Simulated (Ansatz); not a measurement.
ZnS

Level of theory: DFT, PBEsol, scalar-relativistic, no spin polarisation; plane waves to 420 eV with PAW datasets (Ansatz 0.2.0), Γ-centred 10×10×10 mesh. The datasets are Ansatz's generated set soft_2.

```
CELL_PARAMETERS angstrom
0.00000 2.67818 2.67818
2.67818 0.00000 2.67818
2.67818 2.67818 0.00000
ATOMIC_POSITIONS crystal
Zn 0.00000 0.00000 0.00000
S 0.75000 0.75000 0.75000
```

The chain of runs began from a cell as deposited in COD, expanded in volume.

Question: What is the static dielectric tensor, the lattice's part included?

Answer: 9.00 (isotropic)

Question: Give the Born effective charges (a third of the trace, site by site).

Answer: Zn 1.95; S -1.95 e.

Question: List the optical modes at the zone centre without the LO–TO term, with degeneracy and infrared intensity.

Answer: 
```tsv
ω (cm⁻¹)	degeneracy	IR intensity ((D/Å)²/u)
279	3	12.20
```

Question: Where do the optical modes lie for q → 0 along (0.00, 0.00, 1.00), with the long-range field?

Answer: 279 (×2), 339 cm⁻¹.

Question: Where do the optical modes lie for q → 0 along (0.00, 1.00, 0.00), with the long-range field?

Answer: 279 (×2), 339 cm⁻¹.

Question: Sketch the imaginary part of the dielectric function for independent particles (no excitons, no local fields), averaged over directions.

Answer: On a grid of 0.25 eV up to 12 eV it peaks at 6.00 eV with ε2 = 18.3; the gap on the mesh is 2.09 eV, and the smallest direct one, where absorption can begin, 2.09 eV.
```json
{"ħω (eV)": "0.00", "ε2": "0.00"}
{"ħω (eV)": "0.50", "ε2": "0.00"}
{"ħω (eV)": "1.00", "ε2": "0.00"}
{"ħω (eV)": "1.50", "ε2": "0.00"}
{"ħω (eV)": "2.00", "ε2": "0.03"}
{"ħω (eV)": "2.50", "ε2": "0.86"}
{"ħω (eV)": "3.00", "ε2": "1.23"}
{"ħω (eV)": "3.50", "ε2": "1.72"}
{"ħω (eV)": "4.00", "ε2": "3.52"}
{"ħω (eV)": "4.50", "ε2": "6.18"}
{"ħω (eV)": "5.00", "ε2": "5.42"}
{"ħω (eV)": "5.50", "ε2": "7.14"}
{"ħω (eV)": "6.00", "ε2": "18.32"}
{"ħω (eV)": "6.50", "ε2": "9.47"}
{"ħω (eV)": "7.00", "ε2": "6.87"}
{"ħω (eV)": "7.50", "ε2": "9.13"}
{"ħω (eV)": "8.00", "ε2": "7.19"}
{"ħω (eV)": "8.50", "ε2": "4.92"}
{"ħω (eV)": "9.00", "ε2": "3.62"}
{"ħω (eV)": "9.50", "ε2": "2.76"}
{"ħω (eV)": "10.00", "ε2": "2.51"}
{"ħω (eV)": "10.50", "ε2": "2.84"}
{"ħω (eV)": "11.00", "ε2": "2.15"}
{"ħω (eV)": "11.50", "ε2": "1.61"}
{"ħω (eV)": "12.00", "ε2": "1.54"}
```

An ε∞ of 6.09 means a refractive index of √ε∞ = 2.47 below the gap, far above the lattice modes.

With one infrared-active mode the Lyddane–Sachs–Teller relation ties the modes to the static constant, ε0 = 9.00, which is built from the same mode and Born charges: ω_LO = ω_TO √(ε0/ε∞) = 278.8 × √(9.00/6.09) = 339 cm⁻¹, and the run has a mode at 339 cm⁻¹.

The mean Born charge of Zn is 1.95 against a formal +2. The two nearly agree, as for rigid ions.

Semilocal functionals make the gap too small and so ε∞ somewhat too large.

The static response of ZnS is mainly electronic: ε∞ is already 6.09 of the total 9.00, and the polar lattice mode supplies the rest. That mode moves the Zn and S sublattices against each other. For a longitudinal wave, the resulting macroscopic field adds a restoring force, lifting the frequency from 279 to 339 cm⁻¹. The splitting grows with the Born charges and is reduced by electronic screening, so an overestimated ε∞ probably makes it somewhat too small.

A Born charge close to the formal value does not establish rigid ions. It measures the polarisation induced by displacement, including charge that flows along the polar-covalent Zn–S bonds, and can approach the formal value even when the static charge transfer is much smaller.

Absorption starts weakly because few states are available near the edge, where mainly S 3p valence states couple to a dispersive, s-like conduction band. The maximum at 6.00 eV probably comes from regions where the valence and conduction bands run nearly parallel, so it does not mark the gap.
